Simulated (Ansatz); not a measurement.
# SiC: rattling a relaxed structure

The structure comes from a generated guess, relaxed at this level; another structure or a mixture of phases may lie lower.

These are results of DFT PBE, scalar-relativistic, plane waves, PAW (Ansatz 0.2.0), not measurements. Settings: cutoff 420 eV, Γ-centred mesh 26×26×26 on the computed 2-atom cell, Gaussian smearing of 0.10 eV; no spin polarisation.

The cell below (2 atoms, space group Fm-3m (No. 225)) is relaxed within its symmetry.

```yaml
crystal:
  lattice:
    - [-1.43445, 1.43445, 2.02808]
    - [1.43445, -1.43445, 2.02808]
    - [1.43445, 1.43445, -2.02808]
  atoms:
    - { symbol: Si, position: [0.50000, 0.50000, 0.00000] }
    - { symbol: C, position: [0.00000, 0.00000, 0.00000] }
```

For the test a repeat of it with 4 atoms (edges 2.87, 2.87, 4.97 Å) was strained at random (σ = 1.5 % a component), the atoms were moved at random (σ = 0.15 Å), and all was relaxed again on a coarse 8×8×6 mesh (in the run’s order of axes) with 0.20 eV smearing, with no symmetry imposed.

Q: Does it come back?

A: It returns, within 1 meV/atom of the unmoved cell on that mesh and with the same symmetry when read at 0.1 Å. No instability shows in this cell; modes of other wave vectors, which need another repeat, aren't tested. Another cell of SiC relaxed alike, in P6_3mc, lies 0.73 eV/atom lower, so this cell isn't the stable form at this level.
